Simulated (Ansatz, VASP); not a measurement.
## Two plane-wave programs on As

File INCAR:

```
PREC     = Accurate       # precision mode
ENCUT    = 520            # plane-wave cutoff, eV
EDIFF    = 1E-8           # SCF threshold, eV
ISMEAR   = -1             # smearing method
SIGMA    = 0.03           # smearing width, eV
LREAL    = F              # projectors in reciprocal space
LASPH    = T              # aspherical terms in the spheres
NELM     = 80             # most SCF steps
ALGO     = Normal         # electronic algorithm
ISIF     = 2              # what is computed and relaxed
LWAVE    = F              # write WAVECAR
LCHARG   = F              # write CHGCAR
GGA      = PE             # functional
LEFG     = T            
NBANDS   = 8              # bands
```

The input KPOINTS:

```
regular mesh
0
Gamma
  13 13 13
```

Contents of POSCAR:

```
As
1.0
    2.7293015620      0.0000000000      0.0000000000
    0.0000000000      2.7293015620      0.0000000000
    0.0000000000      0.0000000000      2.7293015620
As
1
Direct
    0.0000000000      0.0000000000      0.0000000000
```

Input for Ansatz:

```yaml
crystal:
  lattice:
    - [2.729301562, 0.0, 0.0]
    - [0.0, 2.729301562, 0.0]
    - [0.0, 0.0, 2.729301562]
  atoms:
    - { symbol: As, position: [0.0, 0.0, 0.0] }
kpoints:
  mp_grid: { grid: [13, 13, 13] }
  band_path:
    path:
      - [0.0, 0.0, 0.0]
      - [0.0, 0.5, 0.0]
      - [0.5, 0.5, 0.0]
      - [0.0, 0.0, 0.0]
      - [0.5, 0.5, 0.5]
      - [0.0, 0.5, 0.0]
      - [0.5, 0.5, 0.5]
      - [0.5, 0.5, 0.0]
    npoints: 14
scf:
  occupations: { method: fermi_dirac, width: 0.03 }
hamiltonian:
  xc: pbe
  pseudopotentials: { kind: paw }
output:
  forces: true
  stress: true
  eigenvalues: true
  efg: { contact_densities: true }
  populations: true
  bader: true
  dos: { projected: true, de: 0.2, e_range: [-14, 8] }
  write_density: true
  write_potential: true
  elf: true
  volumetric_format: npy
```

Alike in both runs: task electric field gradients; functional PBE; k mesh 13 × 13 × 13; occupations fermi-dirac, width 0.03 eV; no spin polarisation.

|  | VASP | Ansatz |
| --- | --- | --- |
| version | VASP 6.6.1 | Ansatz 0.2.0 |
| potentials or method | VASP PAW PBE potentials, release 64 (As) | PAW with Ansatz's default frozen-core files, scalar-relativistic |
| plane-wave cutoff (eV) | 520 | 420 |
| valence electrons in the cell | 5 | 15 |

VASP gave:

| Property | Result |
| --- | --- |
| pressure (GPa) | 0.2 |
| Vzz of the field gradient on the site that differs most (V/Å²) | 0.0 |

Which values does Ansatz return?

Pressure (GPa): 0.0; Vzz of the field gradient on the site that differs most (V/Å²): 0.0.

The two sets of potentials don't hold the same shells in valence.
